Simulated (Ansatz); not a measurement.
# PbSe (PbO type): equation of state and elastic constants

The task here is to estimate one member of a computed series from the others.

Computed with Ansatz 0.2.0 (DFT PBE, scalar-relativistic, plane waves, PAW, unless a step's input says otherwise).

2 further runs of the same task are left out: 2 that didn't finish.

## The structure to begin with

It takes space group P4/nmm (No. 129, tetragonal). Conventional cell: a = 5.349 Å, b = 5.349 Å, c = 4.221 Å, α = 90.00°, β = 90.00°, γ = 90.00°. Around Pb (site symmetry 4mm) lie 4 Se at 2.99 Å. Se (site symmetry -4m2) has 4 Pb at 2.99 Å as nearest neighbours.

Coordinates:

```
CELL_PARAMETERS angstrom
5.34946 0.00000 0.00000
0.00000 5.34946 0.00000
0.00000 0.00000 4.22127
ATOMIC_POSITIONS crystal
Pb 0.50000 0.00000 0.31825
Pb 0.00000 0.50000 0.68175
Se 0.00000 0.00000 0.00000
Se 0.50000 0.50000 0.00000
```

This cell comes from an earlier session at PBE: 30.200 Å³/atom at 0.02 GPa, on a 6×6×8 mesh.

Volume factors to run: 0.980, 1.020, 0.960, 1.040, 1.070, 1.100, 0.945.

Set-up of the first run:

Contents of input.yaml:

```yaml
crystal:
  lattice:
    - [5.3135518414, 0.0, 0.0]
    - [0.0, 5.3135518414, 0.0]
    - [0.0, 0.0, 4.1929371406]
  atoms:
    - { symbol: Pb, position: [0.5, 0.0, 0.3182456201] }
    - { symbol: Pb, position: [0.0, 0.5, 0.6817543799] }
    - { symbol: Se, position: [0.0, 0.0, 0.0] }
    - { symbol: Se, position: [0.5, 0.5, 0.0] }
basis:
  ecutwfc: 420
  ecutrho_ratio: 4
kpoints:
  mp_grid: { grid: [6, 6, 8] }
hamiltonian:
  xc: pbe
scf:
  occupations: { method: gaussian, width: 0.05 }
output:
  forces: true
  stress: true
  eigenvalues: true
relax:
  f_tol: 0.01
  max_steps: 40
  cell: { stress_tol: 0.1, fix: [volume] }
```

The run is started by

```console
> ansatz run input.yaml --threads 2 --pin off --max-ram 2662MiB --backend cpu --events-out ev --progress --plain --runs-dir out
```

Among the steps run: Volume × 0.980; Volume × 1.020; At 0.960 of the relaxed volume; Volume × 1.040; At 1.070 of the relaxed volume; Volume × 1.100; Volume × 0.945.

One of the session's tables, all rows but one given; the rest of the session is left out.

It belongs to the step «The fit». 

```
volume (Å³/atom)  energy (meV/atom)  pressure (GPa)  gap (eV)
          28.539               5.97            1.27      0.29
          28.992               3.00            0.86      0.33
          29.596               0.70            0.39      0.38
          30.200               0.00            0.02      0.43
          30.804               0.60           -0.33      0.48
          31.408               2.23           -0.57      0.53
          32.314                  ?               ?         ?
          33.220              11.09           -0.96      0.67
```

Estimate the missing values for volume (Å³/atom) = 32.314.

Worked estimate for «energy (meV/atom)». A straight line through the neighbours (31.408, 2.23) and (33.220, 11.09) gives 2.23 + (11.09 − 2.23) × (32.314 − 31.408) / (33.220 − 31.408) = 6.66; a parabola fitted to 3 rows on both sides gives 5.92.

**Answer.** energy (meV/atom): 6.14; pressure (GPa): -0.85; gap (eV): 0.61. In «energy (meV/atom)» the line misses by +0.52 and the parabola by -0.22.
